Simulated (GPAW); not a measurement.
# PtSe2 (Sudovikovite) (P-3m1) in GPAW: notebook

The runs below take PtSe2 (Sudovikovite) through single point, relaxation of cell and atoms, with LDA, BLYP+D3, PBE, BP86+D3.

Everything below comes from runs of GPAW 26.7.0. Logs are shortened: lines on timing, memory, paths and dates and some standing lists are left out, and cuts for length are marked. The log counts tension as positive stress, the text compression.

### Step 1. The crystal as given

Symmetry: P-3m1, No. 164, trigonal system. The conventional cell has a = 3.724 Å, b = 3.724 Å, c = 5.062 Å, α = 90.00°, β = 90.00°, γ = 120.00°. Pt (site symmetry -3m) has 6 Se at 2.49 Å as nearest neighbours. Se (site symmetry 3m) is surrounded by 3 Pt at 2.49 Å.

### Step 2. Single point, LDA

Contents of run.py:

```python
from ase.dft.bandgap import bandgap
from ase.io import read, write
from ase.units import GPa
from gpaw import GPAW, PW

atoms = read('PtSe2.xyz')

calc = GPAW(mode=PW(400),
            xc='LDA',
            kpts={'size': (7, 7, 4), 'gamma': True},
            occupations={'name': 'fermi-dirac', 'width': 0.05},
            nbands=26,
            maxiter=120,
            txt='gpaw.txt')
atoms.calc = calc
energy = atoms.get_potential_energy()
forces = atoms.get_forces()
stress = atoms.get_stress()
calc.write('gs.gpw')
write('result.traj', atoms)
print(f'Energy: {energy:.6f} eV')
print('Forces (eV/A):')
print(forces.round(4))
print('Stress (GPa):', (stress / GPa).round(3))
print('Fermi level:', round(calc.get_fermi_level(), 4), 'eV')
print(f'Gap: {bandgap(calc)[0]:.4f} eV, direct: {bandgap(calc, direct=True)[0]:.4f} eV')
```

Contents of PtSe2.xyz:

```xyz
3
Lattice="3.7240000000 0.0000000000 0.0000000000 -1.8620000000 3.2250786037 0.0000000000 0.0000000000 0.0000000000 5.0620000000" Properties=species:S:1:pos:R:3 pbc="T T T"
Pt     0.0000000000      0.0000000000      0.0000000000
Se     1.8620000002      1.0750262011      3.7965000000
Se    -0.0000000002      2.1500524026      1.2655000000
```

Potentials or basis: the program's PAW data sets (release 1.2.1) made for this functional, pw.

On the command line:

```bash
> OMP_NUM_THREADS=1 python run.py
```

gpaw.txt:

```text
__  _  _
 | _ |_)|_||  |
 |__||  | ||/\| - 26.7.0

Input parameters:
  mode=PW(ecut=400.0),
  kpts=MonkhorstPack(size=(7, 7, 4), gamma=True),
  maxiter=120,
  nbands=26,
  occupations=Occupations(name='fermi-dirac', width=0.05),
  xc=XC(name='LDA')

Diagonalizing LCAO Hamiltonian
Converting LCAO to pw mode

            Se

        Se

       Pt

Atoms  # Å, Bohr magnetons
|   | symbol |         x |        y |        z |    initial magnetic moments |
|---|--------|-----------|----------|----------|-----------------------------|
| 0 |     Pt |  0.000000 | 0.000000 | 0.000000 | ( 0.0000,  0.0000,  0.0000) |
| 1 |     Se |  1.862000 | 1.075026 | 3.796500 | ( 0.0000,  0.0000,  0.0000) |
| 2 |     Se | -0.000000 | 2.150052 | 1.265500 | ( 0.0000,  0.0000,  0.0000) |

Unit cell  # Å
| periodic |         x |        y |        z |  lengths |     angles |
|----------|-----------|----------|----------|----------|------------|
|      yes |  3.724000 | 0.000000 | 0.000000 | 3.724000 |  90.000000 |
|      yes | -1.862000 | 3.225079 | 0.000000 | 3.724000 |  90.000000 |
|      yes |  0.000000 | 0.000000 | 5.062000 | 5.062000 | 120.000000 |

Number of symmetries: 12
Symmetry operations  # r_c * U_cc + t_c -> r_c
|    | kind |            matrix            |
|----|------|------------------------------|
|  0 |  σ   |  1, 1, 0,  0,-1, 0,  0, 0, 1 |
|  1 |  S6  |  1, 1, 0, -1, 0, 0,  0, 0,-1 |
|  2 |  E   |  1, 0, 0,  0, 1, 0,  0, 0, 1 |
|  3 |  C2  |  1, 0, 0, -1,-1, 0,  0, 0,-1 |
|  4 |  C2  |  0, 1, 0,  1, 0, 0,  0, 0,-1 |
|  5 |  C3  |  0, 1, 0, -1,-1, 0,  0, 0, 1 |
|  6 |  S6  |  0,-1, 0,  1, 1, 0,  0, 0,-1 |
|  7 |  σ   |  0,-1, 0, -1, 0, 0,  0, 0, 1 |
|  8 |  σ   | -1, 0, 0,  1, 1, 0,  0, 0, 1 |
|  9 |  i   | -1, 0, 0,  0,-1, 0,  0, 0,-1 |
| 10 |  C3  | -1,-1, 0,  1, 0, 0,  0, 0, 1 |
| 11 |  C2  | -1,-1, 0,  0, 1, 0,  0, 0,-1 |

BZ-sampling:
  Number of BZ points: 196
  Number of IBZ points: 28

  Monkhorst-Pack size: [7, 7, 4]
  Monkhorst-Pack shift: [0.0, 0.0, 0.125]

K-points  # in reciprocal-cell coordinates
|     |                                coordinates |     weight |
|-----|--------------------------------------------|------------|
|   0 | (  0.00000000,   0.00000000,   0.00000000) | 0.00510204 |
|   1 | (  0.00000000,   0.00000000,   0.25000000) | 0.01020408 |
|   2 | (  0.00000000,   0.00000000,   0.50000000) | 0.00510204 |
|   3 | (  0.14285714,   0.00000000,  -0.25000000) | 0.03061224 |
|   4 | (  0.14285714,   0.00000000,   0.00000000) | 0.03061224 |
|   5 | (  0.14285714,   0.00000000,   0.25000000) | 0.03061224 |
|   6 | (  0.14285714,   0.00000000,   0.50000000) | 0.03061224 |
|   7 | (  0.28571429,  -0.14285714,   0.00000000) | 0.03061224 |
|   8 | (  0.28571429,  -0.14285714,   0.25000000) | 0.06122449 |
|   9 | (  0.28571429,  -0.14285714,   0.50000000) | 0.03061224 |
| ... |                                            |            |
|  27 | (  0.42857143,   0.42857143,   0.50000000) | 0.03061224 |

Plane wave coefficients: 1121
Cutoff: 400.0 eV

Spin-components: 1 (collinear spins)
Bands:           26
Projectors:      16
Spin-degeneracy: 2
Datatype:        complex128

Parallelization:
  kpt:    1
  domain: 1
  band:   1

Density:
  Valence electrons: 28.0
  Components: 1
  Grid points: [18 18 24]
  Charge: 0.0  # |e|

Potential:
  Grid points: [18 18 24]

species:
  Pt:
    name:    Platinum
    Z:       78.0
    valence: 16
    core:    62
    charge:  0.0  # [|e|]
    compensation charges:
      type: gauss
      rc: 0.41  # [Å]
      lmax: 2
    cutoffs:
      filter: 2.26  # [Å]
      core: 2.26  # [Å]
    projectors
    | kind |    occ | energy [eV] | rcut [Å] |
    |------|--------|-------------|----------|
    |   6s |  1.000 |      -5.930 |    1.307 |
    |   5p |  6.000 |     -56.318 |    1.371 |
    |   6p |  0.000 |      -0.962 |    1.371 |
    |   5d |  9.000 |      -6.387 |    1.307 |
    |    s |        |      21.281 |    1.307 |
    |    d |        |      20.825 |    1.307 |

    Using partial waves for Pt as LCAO basis

  Se:
    name:    Selenium
    Z:       34.0
    valence: 6
    core:    28
    charge:  0.0  # [|e|]
    compensation charges:
      type: gauss
      rc: 0.27  # [Å]
      lmax: 2
    cutoffs:
      filter: 1.77  # [Å]
      core: 2.67  # [Å]
    projectors
    | kind |    occ | energy [eV] | rcut [Å] |
    |------|--------|-------------|----------|
    |   4s |  2.000 |     -17.472 |    0.847 |
    |   4p |  4.000 |      -6.656 |    1.005 |
    |    s |        |       9.739 |    0.847 |
    |    p |        |      20.555 |    1.005 |
    |    d |        |       0.000 |    0.847 |

    Using partial waves for Se as LCAO basis

Reference energy: -632131.096150  # eV

eigensolver:
  PPCG
  Converge bands: occupied
  niter=2

density mixing:
  MSR1-Mixer
  Pratt-step length: 0.05
  Maximum mixing coefficient: 0.75
  Old densities: 10
  SVD Regularization: 0.005
  Good broyden scale: 1.0
  Trust region scale: 1.0
  Backstep threshold: 4.0
  History deletion threshold: 6.0
  Fourier metric: weight=20.0, sigma=0.015

occupation numbers:
  Fermi-Dirac:
    width: 0.0500  # eV

poisson solver:
  ecut: 3200.0  # eV

xc functional:
  name: None

convergence criteria:
- Maximum [total energy] change in last 3 cyles: 0.0005 eV / valence electron
- Maximum integral of absolute [dens]ity change: 0.0001 electrons / valence electron
- Maximum integral of absolute [eigenst]ate change: 4e-08 eV^2 / valence electron
maximum number of iterations: 120

SCF iterations
|iter     | |      energy | eigst |  dens |
|---------|-|-------------|-------|-------|
|iter:   1| |  -18.389618 | +0.08 |       |
|iter:   2| |  -18.046703 | -2.10 | -1.13 |
|iter:   3| |  -17.457096 | -1.90 | -1.20 |
|iter:   4| |  -17.408703 | -3.44 | -1.60 |
|iter:   5| |  -17.387725 | -3.63 | -1.88 |
|iter:   6| |  -17.386985 | -4.81 | -2.64 |
|iter:   7| |  -17.386942c| -5.49 | -3.17 |
|iter:   8| |  -17.386945c| -6.84 | -3.93 |
|iter:   9| |  -17.386946c| -8.05c| -4.62c|

Converged in 9 steps
Energy contributions relative to reference atoms: (reference = -632131.096150)

Energy contributions:
  Kinetic:           7.461320
  Coulomb:          -8.559280
  Zero:             -0.655518
  External:          0.000000
  Xc:              -15.630105
  Entropy:          -0.006725
  Spinorbit:         0.000000
  ----------------------------
  Free energy:     -17.390309
  Extrapolated:    -17.386946

dipole moment: (-6.436527, -11.148392, -17.498228)  # |e|*Ang

Fermi level: 7.936
Eigenvalues  # (at kpt = [0.000, 0.000, 0.000])
| band index |      eig [eV] | occ [0-2] |
|------------|---------------|-----------|
|          0 |       -45.838 |     2.000 |
|        ... |               |           |
|          5 |         0.858 |     2.000 |
|          6 |         1.571 |     2.000 |
|          7 |         1.571 |     2.000 |
|          8 |         4.034 |     2.000 |
|          9 |         4.035 |     2.000 |
|         10 |         5.484 |     2.000 |
[... 8 lines left out ...]
|         19 |        15.332 |     0.000 |
|         20 |        19.806 |     0.000 |
|        ... |               |           |
|         25 |        20.585 |     0.000 |

No gap
No difference between direct/indirect transitions

Forces  # eV/Ang
|        x |        y |        z |
|----------|----------|----------|
| -0.00000 |  0.00000 |  0.00000 |  # Pt   0
| -0.00000 |  0.00000 | -0.18390 |  # Se   1
|  0.00000 | -0.00000 |  0.18390 |  # Se   2

Stress tensor  # eV/Ang^3
|         x |         y |        z |
|-----------|-----------|----------|
|  0.007192 | -0.000000 | 0.000000 |
| -0.000000 |  0.007192 | 0.000000 |
|  0.000000 |  0.000000 | 0.013750 |

# Writing to gs.gpw (mode='')
```

Run time: 14 s. Hardware: 1 thread of Arm Neoverse V2, shared host; peak memory 0.15 GiB.

These settings aren't checked as converged: the numbers below hold their error.

Results:

```yaml
Free_energy: -17.3903 eV
Pressure: -1.5 GPa
Largest_force: 0.184 eV/Å
Band_gap_on_the_k_mesh: none (metal or under the smearing width)
```

Caveat: the cutoff is short for stress and forces, so pressures can be off by a GPa or more.

### Step 3. Relaxation of cell and atoms, BLYP+D3, target pressure 10 GPa, at which the enthalpy is minimised

Contents of run.py:

```python
from ase.calculators.mixing import SumCalculator
from ase.filters import FrechetCellFilter
from ase.io import write
from ase.optimize import BFGS
from ase.spacegroup import crystal
from ase.units import GPa
from dftd3.ase import DFTD3
from gpaw import GPAW, PW, setup_paths

setup_paths.insert(0, '.')

# Pt 1a
# Se 2d
atoms = crystal(['Pt', 'Se'],
                basis=[[0.0, 0.0, 0.0],
                       [0.6666666667, 0.3333333333, 0.75]],
                spacegroup=164, setting=1,  # P-3m1
                cellpar=[3.724, 3.724, 5.062, 90.0, 90.0, 120.0],
                primitive_cell=True)

calc = GPAW(mode=PW(600),
            xc='BLYP',
            kpts={'size': (6, 6, 4), 'gamma': True},
            occupations={'name': 'fermi-dirac', 'width': 0.05},
            nbands=26,
            convergence={'density': 1e-05, 'energy': 1e-05},
            eigensolver='davidson',
            maxiter=150,
            txt='gpaw.txt')
atoms.calc = SumCalculator([calc, DFTD3(method='blyp', damping='d3zero')])
opt = BFGS(FrechetCellFilter(atoms, scalar_pressure=10 * GPa), trajectory='relax.traj', logfile='-')
done = opt.run(fmax=0.05, steps=40)
calc.write('gs.gpw')
write('result.traj', atoms)
print('Converged:', done)
print('Cell:', atoms.cell.cellpar().round(4))
print('Volume:', round(atoms.get_volume(), 4))
print(atoms.get_scaled_positions().round(5))
```

Potentials or basis: PAW data sets generated in the run's folder for this functional, pw.

On the command line:

```bash
> gpaw-setup -f BLYP Pt Se
> OMP_NUM_THREADS=1 python run.py
```

It took 75 s on 1 thread of Intel Xeon 6975P-C (Granite Rapids), shared host; peak memory 0.27 GiB.

Results (log left out):

* Free energy: -14.4059 eV
* Relaxed volume: 18.54 Å³/atom
* Relaxed cell: a = 3.768 Å, b = 3.768 Å, c = 4.524 Å, α = 90.00°, β = 90.00°, γ = 120.00°
* Space group after relaxing (to 0.05 Å): P-3m1 (No. 164)
* Energy change on relaxing (the enthalpy is what falls): -19.7 meV/atom
* Ionic steps: 7
* Pressure after relaxing: 9.7 GPa
* Largest force after relaxing: 0.014 eV/Å
* Band gap on the k mesh: none (metal or under the smearing width)
* Dispersion energy per atom: -0.864 eV

Forces on the atoms (eV/Å):
```
Pt   0.000  0.000  0.000
Se   0.000  0.000 -0.014
Se   0.000  0.000  0.014
```

Stress tensor (GPa, compression positive):
```
9.82 0.00 0.00
0.00 9.82 0.00
0.00 0.00 9.57
```

Step by step:
```csv
step,energy change (eV),largest force (eV/Å),pressure (GPa),volume (Å³)
1,0.0000,1.1784,8.61,60.80
2,-0.0336,1.0105,7.74,60.64
3,-0.0909,0.5258,4.26,58.11
4,-0.0826,0.4433,5.49,57.59
5,0.0203,0.0801,12.31,55.01
6,0.0061,0.0366,12.03,55.14
7,-0.0591,0.0136,9.74,55.63
```

Final structure:
```cif
data_structure
_symmetry_space_group_name_H-M 'P 1'
_symmetry_Int_Tables_number 1
_cell_length_a 3.7683
_cell_length_b 3.7683
_cell_length_c 4.5237
_cell_angle_alpha 90.000
_cell_angle_beta 90.000
_cell_angle_gamma 120.000
_cell_volume 55.63
loop_
_atom_site_label
_atom_site_type_symbol
_atom_site_fract_x
_atom_site_fract_y
_atom_site_fract_z
_atom_site_occupancy
Pt1 Pt 0.00000 0.00000 0.00000 1
Se1 Se 0.66667 0.33333 0.71904 1
Se2 Se 0.33333 0.66667 0.28096 1
```

Levels at points of the mesh, in eV from the Fermi level:
| k point | band 11 | band 12 | band 13 | band 14 | band 15 | band 16 | band 17 | band 18 |
| --- | --- | --- | --- | --- | --- | --- | --- | --- |
| (0.00, 0.00, 0.00) | -2.43 | -1.01 | -1.01 | 0.64 | 0.64 | 0.88 | 3.50 | 4.38 |
| (0.00, 0.00, 0.50) | -2.87 | -2.14 | -2.14 | -1.76 | 2.50 | 2.50 | 5.44 | 6.60 |
| (0.50, 0.50, 0.00) | -3.31 | -3.26 | -3.18 | -2.96 | 0.43 | 2.83 | 5.58 | 6.76 |
| (0.50, 0.50, 0.50) | -3.31 | -3.04 | -2.37 | -0.94 | 0.24 | 1.55 | 5.38 | 5.61 |

Caveat: later steps reuse the first step's grids; pairwise dispersion overbinds metals, which lowers pressure and volume.

### Step 4. Single point, PBE

Contents of run.py:

```python
from ase.dft.bandgap import bandgap
from ase.io import write
from ase.spacegroup import crystal
from ase.units import GPa
from gpaw import GPAW, PW

# Pt 1a
# Se 2d
atoms = crystal(['Pt', 'Se'],
                basis=[[0.0, 0.0, 0.0],
                       [0.6666666667, 0.3333333333, 0.75]],
                spacegroup=164, setting=1,  # P-3m1
                cellpar=[3.724, 3.724, 5.062, 90.0, 90.0, 120.0],
                primitive_cell=True)

calc = GPAW(mode=PW(250),
            xc='PBE',
            kpts={'size': (6, 6, 4), 'gamma': True},
            occupations={'name': 'fermi-dirac', 'width': 0.05},
            nbands=26,
            convergence={'density': 1e-05, 'energy': 1e-05},
            maxiter=75,
            txt='gpaw.txt')
atoms.calc = calc
energy = atoms.get_potential_energy()
forces = atoms.get_forces()
stress = atoms.get_stress()
calc.write('gs.gpw')
write('result.traj', atoms)
print(f'Energy: {energy:.6f} eV')
print('Forces (eV/A):')
print(forces.round(4))
print('Stress (GPa):', (stress / GPa).round(3))
print('Fermi level:', round(calc.get_fermi_level(), 4), 'eV')
print(f'Gap: {bandgap(calc)[0]:.4f} eV, direct: {bandgap(calc, direct=True)[0]:.4f} eV')
```

Potentials or basis: GPAW PAW data sets (gpaw-data 1.2.1), pw.

On the command line:

```bash
> OMP_NUM_THREADS=1 python run.py
```

Run time: 4.8 s. Hardware: 1 thread of Intel Xeon 6975P-C (Granite Rapids), shared host; peak memory 0.13 GiB.

The run converged, but some of its settings lie outside the range that counts as converged, so its numbers aren't taken as properties of the crystal.

Results:

```
Free energy            : -13.7232 eV
Pressure               : 3.5 GPa
Largest force          : 0.611 eV/Å
Band gap on the k mesh : none (metal or under the smearing width)
```

Caveat: the cutoff is short for stress and forces, so pressures can be off by a GPa or more.

### Step 5. Relaxation of cell and atoms, BP86+D3, target pressure 2 GPa, at which the enthalpy is minimised

Contents of run.py:

```python
from ase.calculators.mixing import SumCalculator
from ase.filters import FrechetCellFilter
from ase.io import read, write
from ase.optimize import LBFGS
from ase.units import GPa
from dftd3.ase import DFTD3
from gpaw import GPAW, PW, setup_paths

setup_paths.insert(0, '.')

atoms = read('PtSe2.cif')

calc = GPAW(mode=PW(600),
            xc='GGA_X_B88+GGA_C_P86',
            kpts={'size': (6, 6, 4), 'gamma': True},
            occupations={'name': 'fermi-dirac', 'width': 0.05},
            nbands=26,
            convergence={'density': 1e-05, 'energy': 1e-05},
            maxiter=150,
            txt='gpaw.txt')
atoms.calc = SumCalculator([calc, DFTD3(method='bp', damping='d3zero')])
opt = LBFGS(FrechetCellFilter(atoms, scalar_pressure=2 * GPa), trajectory='relax.traj', logfile='-')
done = opt.run(fmax=0.01, steps=60)
calc.write('gs.gpw')
write('result.traj', atoms)
print('Converged:', done)
print('Cell:', atoms.cell.cellpar().round(4))
print('Volume:', round(atoms.get_volume(), 4))
print(atoms.get_scaled_positions().round(5))
```

Contents of PtSe2.cif:

```cif
data_PtSe2
_cell_length_a 3.72400000
_cell_length_b 3.72400000
_cell_length_c 5.06200000
_cell_angle_alpha 90.00000000
_cell_angle_beta 90.00000000
_cell_angle_gamma 120.00000000
_space_group_name_H-M_alt 'P-3m1'
_space_group_name_Hall '-P 3 2"'
_space_group_IT_number 164
loop_
_space_group_symop_operation_xyz
'x,y,z'
'-x,-y,-z'
'-y,x-y,z'
'y,-x+y,-z'
'-x+y,-x,z'
'x-y,x,-z'
'y,x,-z'
'-y,-x,z'
'x-y,-y,-z'
'-x+y,y,z'
'-x,-x+y,-z'
'x,x-y,z'
loop_
_atom_site_label
_atom_site_type_symbol
_atom_site_symmetry_multiplicity
_atom_site_Wyckoff_symbol
_atom_site_fract_x
_atom_site_fract_y
_atom_site_fract_z
_atom_site_occupancy
Pt1 Pt 1 a 0.0000000000 0.0000000000 0.0000000000 1
Se1 Se 2 d 0.6666666667 0.3333333333 0.7500000000 1
```

Potentials or basis: PAW data sets generated in the run's folder for this functional, pw.

On the command line:

```bash
> gpaw-setup -f GGA_X_B88+GGA_C_P86 Pt Se
> OMP_NUM_THREADS=1 python run.py
```

It took 2.3 min on 1 thread of Intel Xeon 6975P-C (Granite Rapids), shared host; peak memory 0.31 GiB.

The run converged. Its results:

- Free energy: -16.3953 eV
- Relaxed volume: 18.72 Å³/atom
- Relaxed cell: a = 3.777 Å, b = 3.777 Å, c = 4.547 Å, α = 90.00°, β = 90.00°, γ = 120.00°
- Space group after relaxing (to 0.05 Å): P-3m1 (No. 164)
- Energy change on relaxing (the enthalpy is what falls): -60.1 meV/atom
- Ionic steps: 11
- Pressure after relaxing: 2.0 GPa
- Band gap on the k mesh: none (metal or under the smearing width)
- Dispersion energy per atom: -0.825 eV

Step by step:
| step | energy change (eV) | largest force (eV/Å) | pressure (GPa) | volume (Å³) |
| --- | --- | --- | --- | --- |
| 1 | 0.0000 | 0.8457 | 2.78 | 60.80 |
| 2 | -0.0232 | 0.6962 | 1.69 | 60.88 |
| 3 | -0.0938 | 0.0038 | -2.65 | 60.77 |
| 4 | -0.1110 | 0.2113 | -3.22 | 60.19 |
| 5 | -0.1326 | 0.6199 | -2.04 | 57.89 |
| 6 | -0.1457 | 0.5191 | -0.03 | 56.93 |
| 7 | -0.1559 | 0.0494 | 3.55 | 55.91 |
| 8 | -0.1585 | 0.0797 | 3.50 | 55.83 |
| 9 | -0.1754 | 0.0968 | 2.45 | 55.90 |
| 10 | -0.1797 | 0.0268 | 2.03 | 56.12 |
| 11 | -0.1804 | 0.0012 | 2.00 | 56.17 |

Final structure:
```
CELL_PARAMETERS angstrom
3.77682 0.00000 0.00000
-1.88841 3.27082 0.00000
0.00000 0.00000 4.54674
ATOMIC_POSITIONS crystal
Pt 0.00000 0.00000 0.00000
Se 0.66667 0.33333 0.72254
Se 0.33333 0.66667 0.27746
```

Levels at points of the mesh, in eV from the Fermi level:
```
           k point  band 10  band 11  band 12  band 13  band 14  band 15  band 16  band 17  band 18  band 19
(0.00, 0.00, 0.00)    -3.76    -2.39    -1.01    -1.01     0.73     0.73     0.95     3.27     4.31     7.33
(0.00, 0.00, 0.50)    -3.86    -2.87    -2.06    -2.06    -1.72     2.50     2.50     5.27     6.48     6.48
(0.50, 0.50, 0.00)    -4.06    -3.32    -3.29    -3.26    -2.95     0.45     2.82     5.41     6.59     7.19
(0.50, 0.50, 0.50)    -3.36    -3.30    -3.04    -2.46    -0.95     0.32     1.53     5.21     5.55     8.56
```

Caveat: later steps reuse the first step's grids; pairwise dispersion overbinds metals, which lowers pressure and volume.

### Step 6. The reference run

An earlier run on the cell as given: functional PBEsol; potentials or basis PAW data sets generated in the run's folder for this functional; cutoff 600 eV; basis pw; k mesh 8 × 8 × 5; occupations fermi-dirac, width 0.05 eV; no spin polarisation.

- Pressure: 2.2 GPa
- Largest force: 0.366 eV/Å
- Band gap on the k mesh: none (metal or under the smearing width)

### Step 7. Summary

| task | level | cell | k mesh | eigensolver | optimizer | fmax | max steps | target pressure | gap on the mesh (eV) | pressure (GPa) | largest force (eV/Å) |
| --- | --- | --- | --- | --- | --- | --- | --- | --- | --- | --- | --- |
| relaxation of cell and atoms | BLYP+D3 | relaxed to 10 GPa | 6 × 6 × 4 | davidson | BFGS | 0.05 eV/Å | 40 | 10 GPa | none | 9.7 | 0.01 |
| relaxation of cell and atoms | BP86+D3 | relaxed to 2 GPa | 6 × 6 × 4 | - | LBFGS | 0.01 eV/Å | 60 | 2 GPa | none | 2.0 | - |
| single point | PBEsol | as given | 8 × 8 × 5 | - | - | - | - | - | none | 2.2 | 0.37 |

Alike in all rows: potentials or basis PAW data sets generated in the run's folder for this functional, pw; no spin polarisation; cutoff (eV) 600; smearing fermi-dirac 0.05 eV.

Caveats: later steps reuse the first step's grids (some runs); pairwise dispersion overbinds metals, which lowers pressure and volume (some runs).

Total energies depend on the potentials used, so only differences within one code and one set of settings carry meaning.
